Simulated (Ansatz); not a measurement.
# In5As5H2 (buck sheet): the cost of one run

Program: Ansatz 0.2.0. Level of theory: DFT PBE, scalar-relativistic, plane waves, PAW. These are calculated values, not measurements.

3 further runs of the same task are left out: 3 set aside as unsound or not needed. Runs told in other sessions of the task aren't counted.

## 1. Starting point

The structure is trigonal, space group P3m1 (No. 156). Conventional cell: a = 4.360 Å, b = 4.360 Å, c = 24.879 Å, α = 90.00°, β = 90.00°, γ = 120.00°. In (site symmetry 3m) has 3 As at 2.60 Å in its first shell of neighbours. As (site symmetry 3m) is surrounded by 3 In at 2.60 Å.

As a file:

```cif
data_structure
_symmetry_space_group_name_H-M 'P3m1'
_symmetry_Int_Tables_number 156
_cell_length_a 4.3598
_cell_length_b 4.3598
_cell_length_c 24.8795
_cell_angle_alpha 90.000
_cell_angle_beta 90.000
_cell_angle_gamma 120.000
_cell_volume 409.54
loop_
_atom_site_label
_atom_site_type_symbol
_atom_site_symmetry_multiplicity
_atom_site_Wyckoff_symbol
_atom_site_fract_x
_atom_site_fract_y
_atom_site_fract_z
_atom_site_occupancy
In1 In 1 b 0.33333 0.66667 0.35929 1
As1 As 1 c 0.66667 0.33333 0.38589 1
```

This sheet was relaxed beforehand with the same method; its gap on the mesh is 0.80 eV.

## 2. Next: the zigzag ribbon, N = 5 with H caps, edge spins started opposed

The ribbon is cut from the relaxed sheet, periodic along c; N counts formula units a period. The edge energy is the mean of both edges over the sheet, -5226.8269 eV an atom. Each H cap counts from half an H2 molecule (-15.872 eV in a separate run).

The cell holds 5 In, 5 As, 2 H: a = 28.500 Å, b = 10.000 Å, c = 4.360 Å, α = 90.00°, β = 90.00°, γ = 90.00°.

## 3. Relaxing it

Pressure and volume refer to the whole cell with its vacuum; only the period along c may change.

input.yaml reads:

```yaml
crystal:
  lattice:
    - [28.5, 0.0, 0.0]
    - [0.0, 10.0, 0.0]
    - [0.0, 0.0, 4.3597524117]
  atoms:
    - { symbol: In, position: [0.2533887746, 0.46690472, 0.5] }
    - { symbol: In, position: [0.3858679445, 0.46690472, 0.0] }
    - { symbol: In, position: [0.5183471144, 0.46690472, 0.5] }
    - { symbol: In, position: [0.6508262843, 0.46690472, 1.0] }
    - { symbol: In, position: [0.7833054542, 0.46690472, 0.5], spin: -1.0 }
    - { symbol: As, position: [0.2092290513, 0.53309528, 0.0], spin: 1.0 }
    - { symbol: As, position: [0.3417082212, 0.53309528, 0.5] }
    - { symbol: As, position: [0.4741873911, 0.53309528, 0.0] }
    - { symbol: As, position: [0.606666561, 0.53309528, 0.5] }
    - { symbol: As, position: [0.7391457309, 0.53309528, 1.0] }
    - { symbol: H, position: [0.842350729, 0.5111559008, 0.5] }
    - { symbol: H, position: [0.157649271, 0.494439076, 0.0] }
basis:
  ecutwfc: 420
kpoints:
  mp_grid: { grid: [1, 1, 13] }
hamiltonian:
  xc: pbe
scf:
  occupations: { method: gaussian, width: 0.05 }
output:
  forces: true
  stress: true
  eigenvalues: true
  populations: true
  write_density: true
  write_potential: true
  elf: true
  volumetric_format: npy
magnetization:
  spin_polarized: true
relax:
  adjacent_minimum: "off"
  f_tol: 0.02
  max_steps: 45
  cell: { fix: [a, b, alpha, beta, gamma], stress_tol: 0.03 }
```

Command:

```bash
$ ansatz run input.yaml --threads 4 --pin off --max-ram 11264MiB --backend cpu --events-out ev --progress --plain --runs-dir out
```

**Question.** How long does this run take on 4 threads of AMD EPYC 9R45 (Zen 5), shared host, and how much memory does it need?

About 18 min, with a peak of 3.3 GiB.
